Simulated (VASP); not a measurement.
Here is the system:

```
RuO2
1.0
    4.52232     0.00000     0.00000
    0.00000     4.52232     0.00000
    0.00000     0.00000     3.12412
Ru O
2 4
Direct
  0.00000   0.00000   0.00000
  0.50000   0.50000   0.50000
  0.30577   0.30577   0.00000
  0.80577   0.19423   0.50000
  0.19423   0.80577   0.50000
  0.69423   0.69423   0.00000
```

Calculation: PBE GGA with spin-orbit coupling, VASP's PBE PAW potentials (set 64) (plane waves; VASP). Settings: 520 eV cut-off, 6×6×9 Γ-centred mesh, Gaussian smearing of 0.050 eV, potentials Ru_pv O.

Task: What does the run give for the energy per atom (σ→0), band gap (over mesh and band path) with the smallest direct gap where there is one?

Result: 
The band gap (over mesh and band path) comes out as none (metal, semimetal or under 0.01 eV). The energy per atom (σ→0) comes out as -7.478 eV/atom.

Total energies compare only between runs with the same potentials, cut-off and functional.

The compound is RuO2 in the rutile structure. It was relaxed first.
